**Question**

I'm comparing electron counts of face-centred cubic transition metals, from an all-electron density-functional calculation. The periodic table on my wall gives free titanium, tantalum and tungsten two outer s electrons, but copper and platinum only one. In the metals this difference seems to have vanished. Where did the second s electron go, and why does the d count climb so regularly when the s count hardly moves? Rhodium and nickel also look a little odd to me.

Face-centred cubic transition metals (Fm-3m, one atom M per cell), computed with Ansatz 0.2.0: all-electron LAPW, PBE, scalar-relativistic, fixed cells, Fermi-Dirac smearing of 0.03 to 0.08 eV, 14 to 20 k points along each axis. Electron counts are Löwdin populations on the free atom's shells, without the empty outer p shell. Only Ni was run with spin polarisation.

```tsv
element	Z	group	period	cell	volume (Å³/atom)	shortest distance from M (Å)	outer s electrons on M (e)	outer d electrons on M (e)	net moment of the cell (none: run without spin) (muB)
Ti	22	4	4	measured cell (COD)	16.73	2.87	0.88	3.05	none
Ni	28	10	4	measured cell (COD)	11.05	2.50	0.98	8.81	0.64
Cu	29	11	4	relaxed with PAW	11.96	2.57	1.06	9.80	none
Rh	45	9	5	measured cell (COD)	13.75	2.69	0.81	8.14	none
Ta	73	5	6	measured cell (COD)	18.79	2.98	0.88	4.07	none
W	74	6	6	measured cell (COD)	16.73	2.87	0.93	4.99	none
Ir	77	9	6	measured cell (COD)	14.15	2.71	0.99	7.84	none
Pt	78	10	6	measured cell (COD)	15.01	2.77	0.96	8.91	none
```

**Answer**

The second s electron has become a d electron. Five of these elements, Ti, Ni, Ta, W and Ir, have two outer s electrons in the ground state of the free atom. In the metal each of them has lost about one s electron and gained 0.8 to 1.1 d electrons. The other three, Cu, Rh and Pt, start with one s electron, and their d counts change by 0.2 at most. They serve as a control: where there is no second s electron to move, little moves.

No charge has left the atom, since each cell holds a single neutral atom. What changes is the order in which states are worth filling. In a free atom the d shell is compact, so its electrons repel each other strongly, and a second electron in the roomy s shell is often the cheaper choice. The difference is small, however, and in nickel the two arrangements are almost equal in energy.

In the metal, the roomy s orbitals overlap strongly with those of the neighbours and spread into a wide band. The lower part of this band is bonding and very stable. In Ti, Cu, W and Ir, for example, its bottom lies 6 to 11 eV below the Fermi level, the energy up to which states are filled. At the same point of the band structure the lowest d levels lie at least 6 eV higher than that bottom.

The upper part of the s band is antibonding and, mixed with p states, reaches far above the Fermi level. The first s electron therefore finds a good place and the second does not. The d orbitals overlap less and form narrower bands, which offer many states close to the Fermi level. Moving the second s electron there costs some repulsion, but it avoids the expensive s states. In Ti, Ta and W, where the d bands are at most about half full, it can also add d bonding. In Ni and Ir it goes into antibonding d states, so there the saving on the s side has to pay for the move. This step is theory; the level positions agree with it but don't measure the separate energies.

The same picture explains the regular climb. Each step to the right adds one electron and one nuclear charge, and the stronger nucleus pulls the d levels down as they fill. The distance from the bottom of the s band up to the Fermi level still grows, by 2.3 eV from W to Ir, but in this range the d bands offer many more states and take up nearly all the added electrons. From Ta to Pt five electrons are added, and 4.84 of them are counted as d. Atomic size doesn't set the count: Ti and W were computed at the same volume, yet W has almost two d electrons more, as its group number requires.

This gives a rule for the d count $n_d$. The group number is the number of valence electrons; the outer s orbital could hold two of them, but only about half of its share in the bands lies in filled states, so one electron is set aside for it:

$$n_d \approx \text{group} - 1$$

For iridium, in group 9, the rule gives $9 - 1 = 8$. The calculation gives 7.84, while the free atom has 7. The band argument alone doesn't fix that half. I read it from the s counts in the table, 0.81 to 1.06 out of a possible two, and rounded to one electron.

Over the eight metals the typical (root-mean-square) miss is 0.13 electrons, against 0.76 if the free-atom d count is used instead. The difference comes from the five atoms with two s electrons, because for the other three both recipes give the same number. Since the s, d and unassigned electrons add up to the group number, this shows how well the rule sums up these rows; it is no independent test of it. The rule must end at group 11, where the d shell is full. In zinc, the next element after copper, the additional electron has to enter the s and p bands.

Part of the scatter comes from the way electrons are assigned to orbitals. The set of orbitals contains no outer p shell, and 0.05 to 0.21 electrons per atom remain unassigned. With a p shell in the set, part of what is counted here as s would probably be counted as p, so "one s electron" belongs to this way of counting. Copper shows what this means: its five mainly d bands end 1.4 eV below the Fermi level, so they are full, yet its d count is 9.80. Some d character is mixed into the empty bands, and some may be lost in the assignment. A gap of 0.2 below ten is therefore no sign of an open d shell.

Nickel carries the same effect further. Its d count of 8.81 suggests 1.19 holes, but the net moment is only 0.64 $\mu_B$. The d-like bands of one spin lie wholly below the Fermi level, while those of the other spin reach above it. If the remaining electrons are shared equally between the spins, the moment counts the empty d-like states, about 0.6 per atom. Counted by bands, nickel thus has about 9.4 d-like electrons and 0.6 others. "One s electron" describes the orbital make-up of the filled states, which is a different count from the filling of bands.

Rhodium has the smallest s count, 0.81, and 0.30 more d electrons than iridium below it in the same group. Relativity offers a likely reason. In a heavy atom the s electrons, outer ones included, are bound more tightly. The inner s and p shells also shrink and screen the nucleus better, so the d electrons are held less firmly. The preference is already present in the free atoms, where rhodium has one s electron and iridium two; the metal keeps only a weak trace of it.

I wouldn't turn that trace into a rule for going down a group, because nickel and platinum have nearly the same s count. The shift between Rh and Ir is also not far above the unassigned share. Spin-orbit coupling, which splits the d levels of heavy atoms, was left out for Ta, W, Ir and Pt, and its effect on these counts is untested.

For practical use, group number minus one is a better first guess of the d count in such a metal than the configuration printed on a periodic table. In these rows it is off by 0.2 electrons at most. Bear in mind that Ti, Ta and W normally crystallise in other structures, so their rows describe less usual forms of the metals. The printed output below compares each metal with its free atom.

Numerical output:

```
Metal against free atom (electrons):
  row  free-atom s  free-atom d  change of s  change of d  n_d less (group - 1)  unassigned
   Ti            2            2        -1.12         1.05                  0.05        0.07
   Ni            2            8        -1.02         0.81                 -0.19        0.21
   Cu            1           10         0.06         -0.2                  -0.2        0.14
   Rh            1            8        -0.19         0.14                  0.14        0.05
   Ta            2            3        -1.12         1.07                  0.07        0.05
    W            2            4        -1.07         0.99                 -0.01        0.08
   Ir            2            7        -1.01         0.84                 -0.16        0.17
   Pt            1            9        -0.04        -0.09                 -0.09        0.13
smallest outer s population (e): 0.81
largest outer s population (e): 1.06
mean outer s population (e): 0.9363
smallest d gain among atoms with two free-atom s electrons (e): 0.81
largest d gain among atoms with two free-atom s electrons (e): 1.07
largest d change of either sign among atoms with one free-atom s electron (e): 0.2
rms miss of the estimate group minus one for n_d (e): 0.1308
rms miss of the free-atom d count for n_d (e): 0.763
Ta to Pt, change of n_d (e): 4.84
Ta to Pt, change of n_s (e): 0.08
Ta to Pt, share of the added electrons counted as d (%): 96.8
Ti to W at the same volume, change of n_d (e): 1.94
Ti to W at the same volume, change of n_s (e): 0.05
Rh to Ir, change of n_d (e): -0.3
Rh to Ir, change of n_s (e): 0.18
Ni to Pt, change of n_d (e): 0.1
Ni to Pt, change of n_s (e): -0.02
Ni, projected d holes (e): 1.19
Cu, projected d holes (e): 0.2
Ni, projected d holes less the net moment in muB: 0.5496
Ti, s-like band bottom at Gamma below the Fermi level (eV): 6.152
Cu, s-like band bottom at Gamma below the Fermi level (eV): 9.286
W, s-like band bottom at Gamma below the Fermi level (eV): 8.87
Ir, s-like band bottom at Gamma below the Fermi level (eV): 11.17
Cu, top of the five mainly d bands below the Fermi level (eV): 1.409
Ni, top of the majority d-like bands below the Fermi level (eV): 0.5042
Ni, top of the minority d-like bands above the Fermi level (eV): 0.3978
```
